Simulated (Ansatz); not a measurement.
The system is SnTe.

```xyz
2
Lattice="0.0000 3.1509 3.1509 3.1509 0.0000 3.1509 3.1509 3.1509 0.0000" Properties=species:S:1:pos:R:3 pbc="T T T"
Te    3.1509    3.1509    3.1509
Sn    0.0000    0.0000    0.0000
```

A run of Ansatz 0.2.0 on this cell left the log below. Logs are shortened: lines on timing, memory, paths and dates and some standing lists are left out, and cuts for length are marked.

```text
Warning: RAYON_NUM_THREADS=1 ignored (pool sized by the plan → 1); use --threads N
LAPW: plane waves up to 6.675 Å⁻¹, error target 2.0e-3 eV per atom; small_component_spin mean_spin; Sn in spheres of 1.594 Å, 22 of its electrons in bands, Dirac shells []; Te in spheres of 1.557 Å, 24 of its electrons in bands, Dirac shells [] (how accurate: hamiltonian.pseudopotentials.lapw.basis_error, Limitations)
Engine: ansatz 0.2.0, x86_64-unknown-linux-gnu
Pseudopotentials: kind: all_electron
Pseudopotential: Te, LAPW, valence charge 24, lapw/all_electron/scalar/gaussian/Te, Koelling and Harmon's equation, gaussian nucleus
Pseudopotential: Sn, LAPW, valence charge 22, lapw/all_electron/scalar/gaussian/Sn, Koelling and Harmon's equation, gaussian nucleus
Functional definition: PBE
  parameter kappa = 0.804
  parameter beta = 0.06672455060314922
  exchange = pbe_x(kappa = kappa, mu = beta*pi^2/3)
  correlation = pbe_c(beta = beta)
Crystal: 2 atoms, lattice volume = 62.562 Å³
Basis set: ecut = 169.7316827831591 eV, 331 PW (Γ), exchange–correlation at level 2
Bands: 28, of which v1, the nominal top of the filled ones, is band 23 counted from 1 (22 counted from 0)
Symmetry: 48 space group operations
Space group: Fm-3m (ITA 225), of the structure as read, at distance tolerance 4.0e-5 Å
k-points: 10 of 125
Non-local potential: Te, projectors of the file, none
Non-local potential: Sn, projectors of the file, none
Initial density: superposition of atomic densities (chi_scale 0.1, normalization cell, long waves kept (reshape's long-wave potential 0.00 eV rms))
Initial wavefunctions: plane waves of lowest kinetic energy (no species holds an atomic orbital)
Functional: x = pbe(κ = 0.804, μ = 0.2195149727645171), c = pbe(β = 0.06672455060314922)
iter 1 solved again at ethr=4.40e-4 eV; its pass at ethr=1.00e-1 eV (dr2=2.03e-1 eV) is discarded
SCF iter   1: F=—  HF=-352974.408771 eV  |F-HF|=—  |Δ(HF+E_count)|=         —  Δρ=1.23e-2  dr2=2.03e-1  ethr=4.40e-4  ⟨swp⟩=2.5  Hψ=1794  notcnv=0
preconditioner: auto → none  [insulator: Δε(μ)=0.945 eV  Ē_g=17.511 eV  σ=0.040 eV  W_gap=1.00  n_scr=14 (ndim 8)  ℏωp=21.0 eV  f_vac=0.029  D(μ)=0.00/eV (n_scr^D=0)  ε∞_Penn≈2.4]
iter 2 solved again at ethr=1.57e-5 eV; its pass at ethr=4.40e-4 eV (dr2=7.22e-3 eV) is discarded
SCF iter   2: F=—  HF=-352974.361183 eV  |F-HF|=—  |Δ(HF+E_count)|=   4.76e-2  Δρ=3.81e-3  dr2=7.23e-3  ethr=1.57e-5  ⟨swp⟩=2.0  Hψ=1450  notcnv=0
SCF iter   3: F=—  HF=-352974.358621 eV  |F-HF|=—  |Δ(HF+E_count)|=   2.56e-3  Δρ=2.34e-3  dr2=4.15e-3  ethr=1.57e-5  ⟨swp⟩=2.0  Hψ=838  notcnv=0
SCF iter   4: F=—  HF=-352974.359632 eV  |F-HF|=—  |Δ(HF+E_count)|=   1.01e-3  Δρ=1.00e-3  dr2=7.69e-4  ethr=9.02e-6  ⟨swp⟩=2.0  Hψ=830  notcnv=0
SCF iter   5: F=—  HF=-352974.359734 eV  |F-HF|=—  |Δ(HF+E_count)|=   1.02e-4  Δρ=2.19e-4  dr2=3.68e-5  ethr=1.67e-6  ⟨swp⟩=2.0  Hψ=830  notcnv=0
SCF iter   6: F=—  HF=-352974.359746 eV  |F-HF|=—  |Δ(HF+E_count)|=   1.12e-5  Δρ=2.49e-5  dr2=4.85e-7  ethr=8.01e-8  ⟨swp⟩=2.2  Hψ=832  notcnv=0
SCF iter   7: F=-352974.359746 eV  HF=-352974.359746 eV  |F-HF|=1.05e-8  |Δ(HF+E_count)|=   2.04e-7  Δρ=3.26e-6  dr2=9.64e-9  ethr=1.05e-9  ⟨swp⟩=2.8  Hψ=843  notcnv=0
SCF 1 converged in 7 iterations: F = -352974.359746 eV  dr2 = 9.64e-9
SCF converged after 7 iterations
Free energy (F): -352974.359746 eV
Harris-Foulkes:  -352974.359746 eV  (|F-HF|=1.05e-8)
Internal energy: -352974.359742 eV  (E = F + TS)
E sigma→0 (E₀):  -352974.359744 eV
Entropy (-TS):   -0.000004 eV (-0.002 meV/atom)
Fermi energy:    12.155721 eV
--- Per-component energies (eV) ---
  E_band       = -1841.998152
  E_kinetic    = 372041.607056
  E_xc         = -9288.824942
  E_electrostatic = -715727.141855  (all electrons and nuclei)
  E_smearing   = -0.000004  (= −TS)
  E_closure    = 0.000000  (closes the sum)
  E_atoms      = -352966.846133  (free atoms, spherical and without spin; not in F)
  Σ components = -352974.359746   (vs F -352974.359746, Δ=0.00e0)
  Basis errors (estimates in eV, not in F): energy 6.7e-4 per atom: plane waves 6.3e-4 (3.5e-4 summed), levels above the bands 8.9e-53, relativity 6.8e-8, radial functions 4.5e-5, core shells 5.9e-10; eigenvalues (radial functions only) 2.6e-5; not estimated: angular momenta, meshes, grids; target (lapw.basis_error) 2.0e-3; muffin-tin radii Sn 1.594 Å, Te 1.557 Å
--- Forces (eV/Å), atoms counted from 1 ---
  atom   1  Te     0.00000000    -0.00000000    -0.00000000
  atom   2  Sn    -0.00000000    -0.00000000     0.00000000
  max |Σ_I F_I| component: 6.74e-31 eV/Å
--- Stress (GPa, compression-positive) ---
        2.241363       0.000000       0.000000
        0.000000       2.241363       0.000000
        0.000000       0.000000       2.241363
  P = ⅓ Tr σ = 2.2414 GPa (22.414 kbar)
--- Band table (eV; the first three rows and the last of 10) ---
  k-point 0: bands = ["-147.6570", "-117.8608", "-97.6958", "-97.6958", "-97.6958", "-73.6467", "-73.6467", "-73.6467", "-25.0307", "-25.0307", "-25.0263", "-25.0263", "-25.0263", "-9.8729", "-9.8729", "-9.8676", "-9.8676", "-9.8676", "-0.7632", "7.3634", "9.8994", "9.8994", "9.8994", "15.3972", "15.3972", "15.3972", "16.8187", "16.8187"]
  k-point 1: bands = ["-147.6570", "-117.8608", "-97.6958", "-97.6958", "-97.6958", "-73.6467", "-73.6467", "-73.6467", "-25.0306", "-25.0306", "-25.0261", "-25.0260", "-25.0260", "-9.8748", "-9.8748", "-9.8671", "-9.8654", "-9.8654", "-0.4343", "5.8953", "9.9636", "9.9636", "10.8395", "14.0501", "14.0501", "14.1075", "16.9123", "17.6157"]
  k-point 2: bands = ["-147.6570", "-117.8608", "-97.6958", "-97.6958", "-97.6958", "-73.6467", "-73.6467", "-73.6467", "-25.0305", "-25.0305", "-25.0259", "-25.0256", "-25.0256", "-9.8783", "-9.8783", "-9.8663", "-9.8615", "-9.8615", "0.3249", "4.0494", "10.1747", "10.1747", "11.6949", "12.6272", "12.6388", "12.6388", "18.7280", "19.7604"]
  k-point 9: bands = ["-147.6570", "-117.8608", "-97.6958", "-97.6958", "-97.6958", "-73.6467", "-73.6467", "-73.6467", "-25.0307", "-25.0302", "-25.0260", "-25.0256", "-25.0251", "-9.8848", "-9.8736", "-9.8664", "-9.8620", "-9.8581", "0.7681", "4.5565", "7.6239", "7.7087", "10.8110", "13.2004", "16.0196", "16.4637", "17.4729", "18.8974"]
```

**Question.** What input gives this log?

**Answer.** Single point with PBE, no spin polarisation. The files as run (others can give the same):

input.yaml
```yaml
crystal:
  lattice:
    - [0.0, 3.15085, 3.15085]
    - [3.15085, 0.0, 3.15085]
    - [3.15085, 3.15085, 0.0]
  atoms:
    - { symbol: Te, position: [0.5, 0.5, 0.5] }
    - { symbol: Sn, position: [0.0, 0.0, 0.0] }
kpoints:
  mp_grid: { grid: [5, 5, 5] }
scf:
  occupations: { method: fermi_dirac, width: 0.04 }
hamiltonian:
  xc: pbe
  pseudopotentials: { kind: all_electron, lapw: { basis_error: 0.002 } }
output:
  forces: true
  stress: true
  eigenvalues: true
```

Potentials or basis: all-electron LAPW, scalar-relativistic.
Run with:
```console
$ ansatz run input.yaml --threads 1 --pin off --max-ram 3072MiB --backend cpu --events-out ev --progress --plain --runs-dir out
```

Caveat: this odd mesh misses L, where the gap lies, so gap, dielectric constants and Born charges aren't listed.
